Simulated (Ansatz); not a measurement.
# CoSi: the order of phases at one pressure

Aim: bring CoSi in several structures (rocksalt, CsCl, WC, NiAs, zincblende) to one pressure and rank them by enthalpy. The pressure is set by scaling the first phase. The runs shown use LAPW. Companion runs by PAW are cited.

Program: Ansatz 0.2.0. Level of theory: DFT, PBE, all-electron LAPW, scalar-relativistic. These are calculated values, not measurements.

## 1. The system as given

The structure is cubic, space group Fm-3m (No. 225). Conventional cell: a = 3.980 Å, b = 3.980 Å, c = 3.980 Å, α = 90.00°, β = 90.00°, γ = 90.00°. Co (site symmetry m-3m) is surrounded by 6 Si at 1.99 Å. Si (site symmetry m-3m) has 6 Co at 1.99 Å as nearest neighbours.

As a file:

```cif
data_structure
_symmetry_space_group_name_H-M 'P 1'
_symmetry_Int_Tables_number 1
_cell_length_a 2.8146
_cell_length_b 2.8146
_cell_length_c 2.8146
_cell_angle_alpha 60.000
_cell_angle_beta 60.000
_cell_angle_gamma 60.000
_cell_volume 15.77
loop_
_atom_site_label
_atom_site_type_symbol
_atom_site_fract_x
_atom_site_fract_y
_atom_site_fract_z
_atom_site_occupancy
Co1 Co 0.00000 0.00000 0.00000 1
Si1 Si 0.50000 0.50000 0.50000 1
```

Atoms are numbered in the order of the input: Co1, Si2.

## 2. Rocksalt relaxed under pressure, LAPW

The input, input.yaml:

```yaml
crystal:
  lattice:
    - [0.0, 1.9902439732, 1.9902439732]
    - [1.9902439732, 0.0, 1.9902439732]
    - [1.9902439732, 1.9902439732, 0.0]
  atoms:
    - { symbol: Co, position: [0.0, 0.0, 0.0] }
    - { symbol: Si, position: [0.5, 0.5, 0.5] }
kpoints:
  mp_grid: { grid: [17, 17, 17] }
scf:
  occupations: { method: fermi_dirac, width: 0.05 }
hamiltonian:
  xc: pbe
  pseudopotentials: { kind: all_electron, lapw: { basis_error: 0.0005 } }
output:
  forces: true
  stress: true
  eigenvalues: true
relax:
  f_tol: 0.005
  max_steps: 12
  cell: { p_target: 210.0, stress_tol: 0.105 }
```

Run with:

```console
> ansatz run input.yaml --threads 1 --pin off --max-ram 3584MiB --backend cpu --events-out ev --progress --plain --runs-dir out
```

After this run come: CsCl relaxed under pressure, LAPW; WC relaxed under pressure, LAPW; NiAs at the cell that PAW relaxed, LAPW; Zincblende relaxed under pressure, LAPW.

Q: Predict the outcome of this session. Wanted: pressure; lowest (for each run or level that gives them).

As calculated:

| quantity | value |
| --- | --- |
| pressure | 210 GPa |
| lowest (LAPW) | CsCl, 375.4 meV/atom under WC |
| lowest (PAW) | CsCl, 378.9 meV/atom under WC |

In words: By LAPW the order is CsCl < WC < NiAs < rocksalt < zincblende. By PAW the order is CsCl < WC < NiAs < rocksalt < zincblende. The methods agree on the lowest phase. Only these structures were tried, with electrons smeared by 0.05 eV and without vibrations, so the true ground state may be another. The k meshes differ between phases and weren't tested, which can move differences by some meV. Spin polarisation is left out here, though a magnetic state may lie well lower.
